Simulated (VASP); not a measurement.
# CaSe (Fm-3m) in VASP: single point with r2SCAN0

Aim: the single point of CaSe with r2SCAN0.

Everything below comes from runs of VASP 6.6.1. Logs are shortened: lines on timing, memory, paths and dates and some standing lists are left out, and cuts for length are marked.

**The experiment to reproduce.**

From a printed reference work, monograph, original work of 1988, for a bulk crystal of CaSe at 2 K: band gap 3.85 eV (indirect).

How close the calculation comes is told below.

## (1) The cell of the first run

Symmetry: Fm-3m, No. 225, cubic system. Conventional cell: a = 5.935 Å, b = 5.935 Å, c = 5.935 Å, α = 90.00°, β = 90.00°, γ = 90.00°. Within 3.9 Å of Ca (site symmetry m-3m) lie 6 Se at 2.97 Å. Within 3.9 Å of Se (site symmetry m-3m) lie 6 Ca at 2.97 Å.

## (2) Single point, r2SCAN0

The input, POSCAR:

```
CaSe
1.0
    0.0000000000      2.9675306062      2.9675306062
    2.9675306062      0.0000000000      2.9675306062
    2.9675306062      2.9675306062      0.0000000000
Ca Se
1 1
Direct
    0.0000000000      0.0000000000      0.0000000000
    0.5000000000      0.5000000000      0.5000000000
```

The input, INCAR.step1:

```
SYSTEM = CaSe
ALGO     = Normal         ! electronic algorithm
EDIFF    = 1E-5           ! SCF threshold, eV
ENCUT    = 440            ! plane-wave cutoff, eV
GGA      = PE             ! functional
GGA_COMPAT= .FALSE.      
ISIF     = 2              ! what is computed and relaxed
ISMEAR   = 0              ! smearing method
LASPH    = .TRUE.         ! aspherical terms in the spheres
LREAL    = .FALSE.        ! projectors in reciprocal space
LWAVE    = .TRUE.         ! write WAVECAR
NBANDS   = 15             ! bands
NELM     = 120            ! most SCF steps
PREC     = Accurate       ! precision mode
SIGMA    = 0.01           ! smearing width, eV
```

The input, INCAR.step2:

```
SYSTEM = CaSe
AEXX     = 0.25           ! exact-exchange fraction
ALGO     = Normal         ! electronic algorithm
EDIFF    = 1E-6           ! SCF threshold, eV
ENCUT    = 440            ! plane-wave cutoff, eV
GGA_COMPAT= .FALSE.      
ISIF     = 2              ! what is computed and relaxed
ISMEAR   = 0              ! smearing method
ISTART   = 1            
LASPH    = .TRUE.         ! aspherical terms in the spheres
LCHARG   = .TRUE.         ! write CHGCAR
LELF     = .TRUE.         ! ELF
LHFCALC  = .TRUE.         ! exact exchange
LMIXTAU  = .TRUE.       
LREAL    = .FALSE.        ! projectors in reciprocal space
LVHAR    = .TRUE.       
LWAVE    = .FALSE.        ! write WAVECAR
METAGGA  = R2SCAN         ! meta-GGA
NBANDS   = 15             ! bands
NELM     = 120            ! most SCF steps
PREC     = Accurate       ! precision mode
PRECFOCK = Normal       
SIGMA    = 0.01           ! smearing width, eV
```

The input, KPOINTS:

```
k-points
0
G
  6 6 6
  0 0 0
```

Potentials or basis: VASP PAW PBE potentials, release 64 (Ca_sv, Se).

The run is started by

```bash
> cat potpaw_PBE.64/Ca_sv/POTCAR potpaw_PBE.64/Se/POTCAR > POTCAR
> cp INCAR.step1 INCAR
> mpirun -np 1 vasp_std > vasp.out
> cp INCAR.step2 INCAR
> mpirun -np 1 vasp_std > vasp.out
```

OUTCAR:

```text
SYSTEM = CaSe
   AEXX = 0.25
   EDIFF = 1E-6
   ENCUT = 440
   ISIF = 2
   ISMEAR = 0
   ISTART = 1
   LASPH = .TRUE.
   LHFCALC = .TRUE.
   LREAL = .FALSE.
   METAGGA = R2SCAN
   NELM = 120
   PREC = Accurate
   PRECFOCK = Normal

 ion  position               nearest neighbor table
   1  0.000  0.000  0.000-   2 2.97   2 2.97   2 2.97   2 2.97   2 2.97   2 2.97
   2  0.500  0.500  0.500-   1 2.97   1 2.97   1 2.97   1 2.97   1 2.97   1 2.97

  LATTYP: Found a face centered cubic cell.
 ALAT       =     5.9350612124

  Lattice vectors:

 A1 = (   0.0000000000,   2.9675306062,   2.9675306062)
 A2 = (   2.9675306062,   0.0000000000,   2.9675306062)
 A3 = (   2.9675306062,   2.9675306062,   0.0000000000)

Analysis of symmetry for initial positions (statically):
=====================================================================
 Subroutine PRICEL returns:
 Original cell was already a primitive cell.

 Routine SETGRP: Setting up the symmetry group for a
 face centered cubic supercell.

 Subroutine GETGRP returns: Found 48 space group operations
 (whereof 48 operations were pure point group operations)
 out of a pool of 48 trial point group operations.

The static configuration has the point symmetry O_h .

Analysis of symmetry for dynamics (positions and initial velocities):
=====================================================================
 Subroutine PRICEL returns:
 Original cell was already a primitive cell.

 Routine SETGRP: Setting up the symmetry group for a
 face centered cubic supercell.

 Subroutine GETGRP returns: Found 48 space group operations
 (whereof 48 operations were pure point group operations)
 out of a pool of 48 trial point group operations.

The dynamic configuration has the point symmetry O_h .

 Subroutine INISYM returns: Found 48 space group operations
 (whereof 48 operations are pure point group operations),
 and found     1 'primitive' translations

----------------------------------------------------------------------------------------

                                     Primitive cell

  volume of cell :      52.2656

  direct lattice vectors                    reciprocal lattice vectors
     0.000000000  2.967530606  2.967530606    -0.168490259  0.168490259  0.168490259
     2.967530606  0.000000000  2.967530606     0.168490259 -0.168490259  0.168490259
     2.967530606  2.967530606  0.000000000     0.168490259  0.168490259 -0.168490259

  length of vectors
[... 90 lines left out ...]
   IALGO  =     38    algorithm
   IMIX   =      1    mixing-type and parameters
     AMIX     =   0.40;   BMIX     =  1.00
     AMIX_MAG =   1.60;   BMIX_MAG =  1.00
  volume/ion in A,a.u.               =      26.13       176.35
  Fermi-wavevector in a.u.,A,eV,Ry     =   1.103341  2.085012 16.563196  1.217361
  Thomas-Fermi vector in A             =   2.239797
   LORBIT       =      0    0 simple, 1 ext, 2 COOP (PROOUT), +10 PAW based schemes
   METAGGA = R2SCAN    functional components
   LHFCALC =     T    Hartree Fock is set to
   PRECFOCK=normal    Normal, Fast or Accurate (Low or Medium for compatibility)
   ENCUT4O =  -1.0   cutoff for four orbital integrals eV
   NKREDX  =     1    reduce k-point grid by
   NKREDY  =     1    reduce k-point grid by
   NKREDZ  =     1    reduce k-point grid by
   AEXX    =    0.2500 exact exchange contribution
   HFSCREEN=    0.0000 screening length (either q_TF or 0.3 A-1)
   HFSCREENC=   0.0000 screening length for correlation (either q_TF or 0.3 A-1)
   ENCUTFOCK=  -1.0 apply spherical cutoff to Coloumb kernel
   IVDW    =     0    specifies the selected vdW correction
   LEPSILON=     F    determine dielectric tensor
   LRPA    =     F    only Hartree local field effects (RPA)
 non-spin polarized calculation
 Gauss-broadening in eV      SIGMA  =   0.01
  energy-cutoff  :      440.00
  volume of cell :       52.27
 maximum number of plane-waves:      1113
 NGX is ok and might be reduce to    30
  NGX = 24; NGY = 24; NGZ = 24

 number of electron      16.0000001 magnetization

 Free energy of the ion-electron system (eV)
  ---------------------------------------------------
  ext. energy  EPLUGINS =         0.00000000
  ---------------------------------------------------
  free energy    TOTEN  =       -23.70951017 eV

  energy without entropy =      -23.70951017  energy(sigma->0) =      -23.70951017

 E-fermi :   1.3669     XC(G=0):  -7.4685

 val. band max:        1.2860240123   @ k =   0.0000   0.0000   0.0000
 cond. band min:       5.2875199428   @ k =   0.5000   0.5000   0.0000
 fundamental gap:      4.0014959305
 Fermi energy:         1.3668577543

 k-point     1 :       0.0000    0.0000    0.0000
  band No.  band energies     occupation
      1     -42.6387      2.00000
      2     -21.5695      2.00000
      3     -21.5695      2.00000
      4     -21.5695      2.00000
      5     -11.9132      2.00000
      6       1.2860      2.00000
      7       1.2860      2.00000
      8       1.2860      2.00000
      9       6.6699      0.00000
     10       7.2766      0.00000
     11       7.2766      0.00000
     12       7.2766      0.00000
     13       7.9467      0.00000
     14       7.9467      0.00000
[... 257 lines left out ...]
      2     -21.6448      2.00000
      3     -21.6182      2.00000
      4     -21.6097      2.00000
      5     -11.1668      2.00000
      6      -1.2612      2.00000
      7      -0.4458      2.00000
      8      -0.3499      2.00000
      9       6.7174      0.00000
     10       8.8347      0.00000
     11       9.1986      0.00000
     12       9.7635      0.00000
     13      10.1513      0.00000
     14      10.7592      0.00000
     15      13.2615      0.00000

------------------------ aborting loop because EDIFF is reached ----------------------------------------

  FORCE on cell =-STRESS in cart. coord.  units (eV):
  Direction    XX          YY          ZZ          XY          YZ          ZX
  --------------------------------------------------------------------------------------
  -------------------------------------------------------------------------------------
  Total        0.0001304      0.0001304      0.0001304      0.0000000      0.0000000      0.0000000
  in kB        0.0039982      0.0039982      0.0039982      0.0000000      0.0000000      0.0000000
  external PRESSURE =       0.0039982 kB  Pullay stress =       0.0000000 kB

 VOLUME and BASIS-vectors are now :
 -----------------------------------------------------------------------------
  energy-cutoff  :      440.00
  volume of cell :       52.27
      direct lattice vectors                 reciprocal lattice vectors
     0.000000000  2.967530606  2.967530606    -0.168490259  0.168490259  0.168490259
     2.967530606  0.000000000  2.967530606     0.168490259 -0.168490259  0.168490259
     2.967530606  2.967530606  0.000000000     0.168490259  0.168490259 -0.168490259

 POSITION                                       TOTAL-FORCE (eV/Angst)
 -----------------------------------------------------------------------------------
      0.00000      0.00000      0.00000        -0.000000      0.000000     -0.000000
      2.96753      2.96753      2.96753         0.000000     -0.000000      0.000000
 -----------------------------------------------------------------------------------
    total drift:                                0.000000      0.000000      0.000000

  FREE ENERGIE OF THE ION-ELECTRON SYSTEM (eV)
  ---------------------------------------------------
  free  energy   TOTEN  =       -23.7095101686 eV

  energy  without entropy=      -23.7095101686  energy(sigma->0) =      -23.70951017
```

OSZICAR.step1:

```text
N       E                     dE             d eps       ncg     rms          rms(c)
DAV:   1     0.100044441770E+03    0.10004E+03   -0.67274E+03   480   0.853E+02
DAV:   2    -0.554379762727E+01   -0.10559E+03   -0.99631E+02   585   0.228E+02
DAV:   3    -0.946786801299E+01   -0.39241E+01   -0.38814E+01   666   0.429E+01
DAV:   4    -0.962499713724E+01   -0.15713E+00   -0.15701E+00   662   0.729E+00
DAV:   5    -0.962597286785E+01   -0.97573E-03   -0.97558E-03   650   0.607E-01    0.426E+00
DAV:   6    -0.948590751482E+01    0.14007E+00   -0.18576E-01   592   0.227E+00    0.254E+00
DAV:   7    -0.947848038464E+01    0.74271E-02   -0.99999E-02   624   0.197E+00    0.813E-01
DAV:   8    -0.948231687464E+01   -0.38365E-02   -0.11214E-02   515   0.817E-01    0.109E-01
DAV:   9    -0.948243179990E+01   -0.11493E-03   -0.61256E-04   634   0.249E-01    0.478E-02
DAV:  10    -0.948253977739E+01   -0.10798E-03   -0.14019E-04   522   0.724E-02    0.166E-02
DAV:  11    -0.948256051817E+01   -0.20741E-04   -0.50064E-05   578   0.621E-02    0.909E-03
DAV:  12    -0.948255945420E+01    0.10640E-05   -0.19989E-06   317   0.118E-02
   1 F= -.94825595E+01 E0= -.94825595E+01  d E =-.609010E-41
```

Run time: 58 min. Hardware: 1 thread of AMD EPYC 7R43 (Zen 3), shared host; peak memory 0.16 GiB.

Results:

* Free energy: -23.7095 eV
* Pressure: 0.0 GPa
* Band gap on the k mesh: 4.00 eV (least direct gap 5.06 eV)

Levels at points of the mesh, in eV from the valence-band top:
```tsv
k point	band 6	band 7	band 8	band 9	band 10	band 11
(0.00, 0.00, 0.00)	0.00	0.00	0.00	5.38	5.99	5.99
(0.50, 0.00, 0.00)	-3.60	-1.25	-1.25	6.43	8.11	8.23
(0.50, 0.50, 0.00)	-2.83	-1.06	-1.06	4.00	7.17	7.59
```

Caveat: the PAW data sets were made with another functional, which shifts forces and pressure a little.

## (3) How close it comes

Step 2. A measured gap of CaSe is 3.85 eV (indirect; 2 K; a printed reference work, monograph, original work of 1988); the calculated 4.00 eV misses it by +0.15 eV. Spin-orbit coupling on Se is left out. The value is that of r2SCAN0 on a finite k mesh, which can miss the band edges, without temperature or zero-point motion.
